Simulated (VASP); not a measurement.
The system is Sb.

```
Sb
1.0
     2.15420    1.24373    3.75800
    -2.15420    1.24373    3.75800
     0.00000   -2.48746    3.75800
Sb
2
Direct
  0.23349 0.23349 0.23349
  0.76651 0.76651 0.76651
```

```yaml
Program: VASP 6.6.1
Task: relaxation of cell and atoms
Functional: PBE
Dispersion: D3(BJ)
Potentials_or_basis: VASP PAW PBE potentials, release 64 (Sb)
Cutoff: 600 eV
k_mesh: 10 × 10 × 10
Occupations: methfessel-paxton, width 0.1 eV
Spin: no spin polarisation
```

At the start: pressure 0.2 GPa; volume 30.21 Å³/atom.

Task: Where does the relaxation end?

Result: Over 8 steps the energy falls by 4.4 meV/atom and the volume is 29.79 Å³/atom (-1.4 %); space group R-3m (No. 166, to 0.05 Å).

Step by step:
| step | energy change (eV) | largest force (eV/Å) | pressure (GPa) | volume (Å³) |
| --- | --- | --- | --- | --- |
| 1 | 0.0000 | 0.2263 | 0.19 | 60.41 |
| 2 | -0.0039 | 0.0906 | -0.45 | 60.73 |
| 3 | -0.0042 | 0.0363 | -0.72 | 60.87 |
| 4 | -0.0070 | 0.0165 | -0.44 | 60.34 |
| 5 | -0.0086 | 0.0081 | -0.02 | 59.62 |
| 6 | -0.0086 | 0.0108 | 0.03 | 59.54 |
| 7 | -0.0087 | 0.0090 | 0.01 | 59.55 |
| 8 | -0.0087 | 0.0060 | -0.02 | 59.58 |

Final structure:
```
CELL_PARAMETERS angstrom
2.16249 1.24852 3.67769
-2.16249 1.24852 3.67769
0.00000 -2.49703 3.67769
ATOMIC_POSITIONS crystal
Sb 0.23650 0.23650 0.23650
Sb 0.76350 0.76350 0.76350
```

Caveat: pairwise dispersion overbinds metals, which lowers pressure and volume.
